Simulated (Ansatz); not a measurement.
Runs of Ansatz 0.2.0 on WS2. The cell holds a slab with vacuum, 3 atoms: a = 3.184 Å, b = 3.184 Å, c = 16.951 Å, α = 90.00°, β = 90.00°, γ = 120.00°. 

| task | level | cell | k mesh | smearing | points for each segment of the path | mesh quality | gap on the mesh (eV) | relaxed volume (Å³/atom) | largest force (eV/Å) |
| --- | --- | --- | --- | --- | --- | --- | --- | --- | --- |
| band structure | LDA | as given | 10 × 10 × 2 | fermi-dirac 0.05 eV | 14 | not flagged | 1.97 | - | 0.40 |
| relaxation of cell and atoms | PBEsol | relaxed | 10 × 10 × 2 | fermi-dirac 0.05 eV | - | not flagged | 2.24 | 48.43 | - |
| band structure | HSE06 | as given | 5 × 5 × 1 | fermi-dirac 0.05 eV | 4 | coarse | - | - | 0.23 |
| relaxation of cell and atoms | wPBEh | relaxed | 5 × 5 × 1 | fermi-dirac 0.05 eV | - | coarse | (b) | 49.08 | 0.01 |
| relaxation of cell and atoms | PBEsol+D4 | relaxed | 10 × 10 × 2 | fermi-dirac 0.05 eV | - | not flagged | 2.25 | (a) | - |
| relaxation of cell and atoms | PBE0 | relaxed | 5 × 5 × 1 | fermi-dirac 0.05 eV | - | coarse | 3.55 | 48.81 | - |
| phonons | LDA | as given | 7 × 7 × 2 | fixed | - | not flagged | 2.10 | - | - |
| relaxation of cell and atoms | HSE03 | relaxed | 5 × 5 × 1 | fermi-dirac 0.05 eV | - | coarse | 2.67 | 48.92 | - |

Alike in all rows: potentials or basis Ansatz PAW; no spin polarisation; cutoff (eV) 420.

Task: Estimate the missing entries.

Result: (a) 47.95; (b) 2.83.

Caveats: some runs use coarse meshes; the PAW data sets come from PBE, with cores solved anew for the run's functional, which leaves a small shift of forces and pressure; spin-orbit coupling is left out, which moves the levels of the heavy elements (some runs); the plane-wave basis is chosen anew once the cell has moved, so the energies of steps on either side of that aren't comparable (some runs); odd divisions of the mesh miss points on the zone boundary, where band edges often lie, so the gap on the mesh can be too wide (some runs); the k mesh misses the band edges, so the gap on the mesh is wider than the one along the path (some runs).

A k mesh can miss the band edges, and the runs leave out spin-orbit coupling on W.

Not every run made on this cell is shown here.
